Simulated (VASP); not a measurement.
Write the native input for VASP 6.6.1 that does the following.

| Item | Value |
| --- | --- |
| Task | single point |
| Functional | PBEsol |
| Potentials or basis | VASP PAW PBE potentials, release 64 (C, N, H) |
| Cutoff | 520 eV |
| k mesh | 2 × 2 × 1 |
| Occupations | fermi-dirac, width 0.02 eV |
| Spin | no spin polarisation |
| Dipole correction | no |
| Further INCAR settings | LREAL = Auto; ALGO = Fast; EDIFF = 1e-07; NBANDS = 55 |

The structure of HC18N lies in POSCAR:

```
HC18N
1.0
    7.3980000000      0.0000000000      0.0000000000
   -3.6990000000      6.4068560000      0.0000000000
    0.0000000000      0.0000000000     12.0000000000
C N H
18 1 1
Direct
    0.0127339636      0.0145647101      0.0797210000
    0.2357899362      0.1330754117      0.1026974167
    0.0154258334      0.3495391499      0.0739422500
    0.2404910809      0.4623163062      0.0745904167
    0.0117383915      0.6812413140      0.0714949167
    0.2339761027      0.7882995966      0.0998318333
    0.3565789243      0.0190686352      0.1040807500
    0.5766103238      0.1314020481      0.0748191667
    0.3524383995      0.3550206217      0.0774732500
    0.5711023976      0.4620288016      0.0729783333
    0.3508157547      0.6803652213      0.0790916667
    0.5710215634      0.7934326915      0.0735396667
    0.6831156264      0.0178962973      0.0716718333
    0.9043595953      0.1278730160      0.0736406667
    0.6827841266      0.3490329734      0.0712904167
    0.9049303944      0.4603217241      0.0699763333
    0.6809979504      0.6830770038      0.0695477500
    0.9045842542      0.7945491517      0.0713557500
    0.2978638072      0.0793223697      0.2080390000
    0.1975022438     -0.2139041364      0.1954950833
```

The cell was built by a generator and needn't be a form met in nature.

The input as run:

INCAR

```
SYSTEM = HC18N
PREC = Accurate
ENCUT = 520
EDIFF = 1E-7
ISMEAR = -1
SIGMA = 0.02
LREAL = Auto
LASPH = .True.
NELM = 100
ALGO = Fast
ISIF = 2
LWAVE = .False.
LCHARG = .False.
GGA = PS
NBANDS = 55
```

KPOINTS

```
regular mesh
0
Gamma
  2 2 1
  0 0 0
```

Potentials or basis: VASP PAW PBE potentials, release 64 (C, N, H).

Launch:

```console
$ cat potpaw_PBE.64/C/POTCAR potpaw_PBE.64/N/POTCAR potpaw_PBE.64/H/POTCAR > POTCAR
$ mpirun -np 1 vasp_std > vasp.out
```

Results of the run:

| Property | Result |
| --- | --- |
| Largest force | 0.350 eV/Å |
| Band gap on the k mesh | 0.51 eV, direct |

Caveat: the k mesh is coarse (spacing up to 0.49 Å⁻¹), so the values aren't converged; the PAW data sets were made with another functional, which shifts forces and pressure a little.

Run time: 3.5 min on 1 thread of Intel(R) Xeon(R) 6975P-C (Granite Rapids), on a shared host, peak memory 0.62 GiB.
